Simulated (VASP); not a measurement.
A run of VASP 6.6.1 is set up as follows.

Contents of POSCAR:

```
MgS
1.0
    4.0346224068      0.0000000000      0.0000000000
   -2.0173112034      3.4940854990      0.0000000000
    0.0000000000      0.0000000000      6.4322941800
S Mg
2 2
Direct
    0.6666666667      0.3333333333      0.8792441500
    0.3333333333      0.6666666667      0.3792441500
    0.3333333333      0.6666666667      0.9957548500
    0.6666666667      0.3333333333      0.4957548500
```

File INCAR.step1:

```
ALGO = Normal
EDIFF = 1E-8
ENCUT = 500
GGA = PS
ISMEAR = 0
LASPH = True
LCHARG = False
LREAL = False
LWAVE = True
NELM = 80
PREC = Accurate
SIGMA = 0.01
```

File INCAR.step2:

```
ALGO = Exact
EDIFF = 1E-8
ENCUT = 500
GGA = PS
ISMEAR = 0
ISTART = 1
LASPH = True
LCHARG = False
LOPTICS = True
LREAL = False
LWAVE = True
NBANDS = 213
NELM = 1
PREC = Accurate
SIGMA = 0.01
```

INCAR.step3

```
ALGO = QPGW0
EDIFF = 1E-8
ENCUT = 500
ENCUTGW = 100
GGA = PS
ISMEAR = 0
ISTART = 1
LASPH = True
LCHARG = False
LREAL = False
LWAVE = False
NBANDS = 213
NBANDSGW = 20
NELMGW = 4
NOMEGA = 48
PREC = Accurate
PRECFOCK = Fast
SIGMA = 0.01
```

File KPOINTS:

```
k-points
0
Gamma
  3 3 2
```

Potentials or basis: VASP PAW PBE potentials, release 64 (S_GW, Mg_GW).

Launch:

```console
$ cat potpaw_PBE.64/S_GW/POTCAR potpaw_PBE.64/Mg_GW/POTCAR > POTCAR
$ cp INCAR.step1 INCAR
$ mpirun -np 1 vasp_std > vasp.out
$ cp INCAR.step2 INCAR
$ mpirun -np 1 vasp_std > vasp.out
$ cp INCAR.step3 INCAR
$ mpirun -np 1 vasp_std > vasp.out
```

(1) Estimate the quasiparticle gap.

(2) Estimate the least direct quasiparticle gap.

(3) What does it give for the band gap on the k mesh, mean-field level?

Results:

(1) 5.25 eV.

(2) 5.25 eV.

(3) 3.26 eV, direct.

Caveat: the k mesh is coarse (spacing up to 0.60 Å⁻¹), so the values aren't converged; bands, screening cutoff and mesh are small and nothing is extrapolated, so the quasiparticle values aren't converged.
